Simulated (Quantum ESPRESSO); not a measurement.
A calculation with Quantum ESPRESSO 7.5 of TiO2 (native input, structure typed inline):

File pw.in:

```
&CONTROL
  calculation = 'scf'
  prefix = 'pwscf'
  outdir = './tmp'
  pseudo_dir = './pseudo'
  tprnfor = .true.
  tstress = .true.
  disk_io = 'nowf'
/
&SYSTEM
  ibrav = 0
  nat = 12
  ntyp = 2
  ecutwfc = 55
  ecutrho = 440
  nbnd = 62
  occupations = 'smearing'
  smearing = 'fd'
  degauss = 0.00367493
/
&ELECTRONS
  conv_thr = 2.4d-09
  electron_maxstep = 120
  mixing_beta = 0.5
/
ATOMIC_SPECIES
Ti    47.8670 ti_pbe_v1.4.uspp.F.UPF
O     15.9990 O.pbe-n-kjpaw_psl.0.1.UPF
CELL_PARAMETERS angstrom
   9.4590000000    0.0000000000    0.0000000000
   0.0000000000    2.9585000000    0.0000000000
   0.0000000000    0.0000000000    4.9022000000
ATOMIC_POSITIONS crystal
Ti     0.6369000000    0.2500000000    0.5646300000
Ti     0.3631000000    0.7500000000    0.4353700000
Ti     0.8631000000    0.7500000000    0.0646300000
Ti     0.1369000000    0.2500000000    0.9353700000
O      0.4724000000    0.2500000000    0.2916000000
O      0.5276000000    0.7500000000    0.7084000000
O      0.0276000000    0.7500000000    0.7916000000
O      0.9724000000    0.2500000000    0.2084000000
O      0.7663000000    0.2500000000    0.8635000000
O      0.2337000000    0.7500000000    0.1365000000
O      0.7337000000    0.7500000000    0.3635000000
O      0.2663000000    0.2500000000    0.6365000000
K_POINTS automatic
3 9 6 0 0 0
```

Potentials or basis: SSSP 1.3 efficiency PBE.

Launch:

```sh
$ OMP_NUM_THREADS=1 mpirun -n 2 pw.x -nk 2 -in pw.in > pw.out
```

Measurements of this composition are mostly on another form, of space group No. 141.

Question: Write the same calculation in another form: ASE script, structure from a CIF.

Answer: As run:

Contents of run.py:

```python
import numpy as np
from ase.calculators.espresso import Espresso, EspressoProfile
import spglib
from ase import Atoms
from ase.io import read

atoms = read('TiO2.cif')
cell, pos, num = spglib.standardize_cell((atoms.cell[:], atoms.get_scaled_positions(), atoms.numbers), to_primitive=True, symprec=1e-4)
atoms = Atoms(numbers=num, cell=cell, scaled_positions=pos, pbc=True)

input_data = {
    'control': {'calculation': 'scf', 'prefix': 'pwscf', 'outdir': './tmp', 'tprnfor': True, 'tstress': True, 'disk_io': 'nowf'},
    'system': {'ecutwfc': 55.0, 'ecutrho': 440.0, 'nbnd': 62, 'occupations': 'smearing', 'smearing': 'fd', 'degauss': 0.00367493},
    'electrons': {'conv_thr': 2.4e-09, 'electron_maxstep': 120, 'mixing_beta': 0.5},
}
pseudopotentials = {'O': 'O.pbe-n-kjpaw_psl.0.1.UPF', 'Ti': 'ti_pbe_v1.4.uspp.F.UPF'}
profile = EspressoProfile(command='mpirun -n 2 pw.x -nk 2', pseudo_dir='pseudo')
dft = Espresso(profile=profile, input_data=input_data, pseudopotentials=pseudopotentials, kpts=(3, 9, 6), koffset=(0, 0, 0))
atoms.calc = dft

print(f'energy {atoms.get_potential_energy():.8f} eV')
print('forces (eV/A)')
print(np.round(atoms.get_forces(), 6))
print('stress (eV/A^3, Voigt)')
print(np.round(atoms.get_stress(), 8))
print(f'Fermi level {dft.get_fermi_level():.4f} eV')
```

Contents of TiO2.cif:

```cif
data_TiO2
_cell_length_a 9.45900000
_cell_length_b 2.95850000
_cell_length_c 4.90220000
_cell_angle_alpha 90.00000000
_cell_angle_beta 90.00000000
_cell_angle_gamma 90.00000000
_space_group_name_H-M_alt 'Pnma'
_space_group_name_Hall '-P 2ac 2n'
_space_group_IT_number 62
loop_
_space_group_symop_operation_xyz
'x,y,z'
'-x,-y,-z'
'-x+1/2,-y,z+1/2'
'x+1/2,y,-z+1/2'
'x+1/2,-y+1/2,-z+1/2'
'-x+1/2,y+1/2,z+1/2'
'-x,y+1/2,-z'
'x,-y+1/2,z'
loop_
_atom_site_label
_atom_site_type_symbol
_atom_site_symmetry_multiplicity
_atom_site_Wyckoff_symbol
_atom_site_fract_x
_atom_site_fract_y
_atom_site_fract_z
_atom_site_occupancy
Ti1 Ti 4 c 0.6369000000 0.2500000000 0.5646300000 1
O1 O 4 c 0.4724000000 0.2500000000 0.2916000000 1
O2 O 4 c 0.7663000000 0.2500000000 0.8635000000 1
```

Potentials or basis: SSSP 1.3 efficiency PBE.

Run with:

```console
$ OMP_NUM_THREADS=1 python run.py
```

Both were run:

|  | native input, structure typed inline | ASE script, structure from a CIF |
| --- | --- | --- |
| Pressure | 1.3 GPa | 1.3 GPa |
| Largest force | 0.338 eV/Å | 0.338 eV/Å |
| Band gap on the k mesh | 2.48 eV, indirect (least direct gap 2.52 eV) | 2.48 eV, indirect (least direct gap 2.52 eV) |

Keys that steer only the numerical path or the files written may differ.

Caveat: an odd mesh through Γ misses points on the zone boundary, where band edges often lie.
